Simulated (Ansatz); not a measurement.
## AlN: the change of force along direction with displacement

All atoms of one element of a crystal moved along a line, all else fixed, by plane-wave density functional theory with PAW datasets, free energies less that of the undisturbed cell, pressure positive in compression; scalar-relativistic. The results are calculated, by Ansatz 0.2.0.

The cell before atoms are moved (space group F-43m, No. 216):
```
cell vectors (Å)
   0.0000     2.1840     2.1840
   2.1840     0.0000     2.1840
   2.1840     2.1840     0.0000
atoms (fractions of the cell vectors)
Al  0.00000  0.00000  0.00000
N   0.75000  0.75000  0.75000
```

Settings of every row: functional PBE; dispersion none; spin none; wave cutoff 420 eV; k mesh 10x10x10; occupations gaussian; smearing width 0.05 eV; k shift 0x0x0; start as given; moved element Al; direction 0.57735, 0.57735, 0.57735 Cartesian unit vector.

Limits: reference crystal is not relaxed; semilocal functionals tend to give too small a gap.

| row | displacement (Å) | force along direction (eV/Å summed over the moved atoms) | energy change (eV a cell) | pressure (GPa) | gap on mesh (eV) |
| --- | --- | --- | --- | --- | --- |
| 1 | -0.2 | 4.7432 | 0.406 | 11.579 | 3.057 |
| 2 | -0.15 | 3.1487 | 0.2101 | 8.365 | 3.114 |
| 3 | -0.1 | ? | ? | ? | ? |
| 4 | -0.05 | 0.8253 | 0.0198 | 5.197 | 3.251 |
| 5 | 0 | 0 | 0 | 4.864 | 3.326 |
| 6 | 0.05 | -0.6481 | 0.0169 | 5.148 | 3.174 |
| 7 | 0.1 | -1.1452 | 0.0623 | 5.914 | 3.026 |
| 8 | 0.15 | -1.5121 | 0.1292 | 7.036 | 2.882 |
| 9 | 0.175 | -1.652 | 0.1688 | 7.696 | 2.812 |
| 10 | 0.2 | -1.7658 | 0.2116 | 8.404 | 2.743 |

Question: what force along direction should row 3 give?

Worked fit of force along direction. Take t = displacement, in Å. The shown rows have t = -0.2, -0.15, -0.05, 0, 0.05, 0.1, 0.15, 0.175, 0.2. Least squares give force along direction = 0.00905 − 15.91254 × t + 36.8558 × t² eV/Å summed over the moved atoms; a straight line predicts inner rows, each left out in turn, worse (root mean square 0.54 against 0.071 eV/Å summed over the moved atoms). The rows lie off it by 0.0774, -0.0765, -0.0715, -0.0091, 0.0463, 0.0684, 0.0365, -0.0051, -0.0666 (root mean square 0.057 eV/Å summed over the moved atoms), a smooth pattern that one more power would take up: the form is only approximate. The withheld row has t = -0.1, so the fit gives 0.00905 − 15.91254 × (-0.1) + 36.8558 × (-0.1)² = 1.9689 eV/Å summed over the moved atoms.

The calculation gave 1.8607 eV/Å summed over the moved atoms. The fit lies 0.1082 eV/Å summed over the moved atoms (5.8 % of the value, 1.7 % of the column's range) above it; its largest miss of a shown row is 0.0774 eV/Å summed over the moved atoms.

The other values of row 3: energy change 0.086 eV a cell; pressure 6.305 GPa; gap on mesh 3.179 eV.
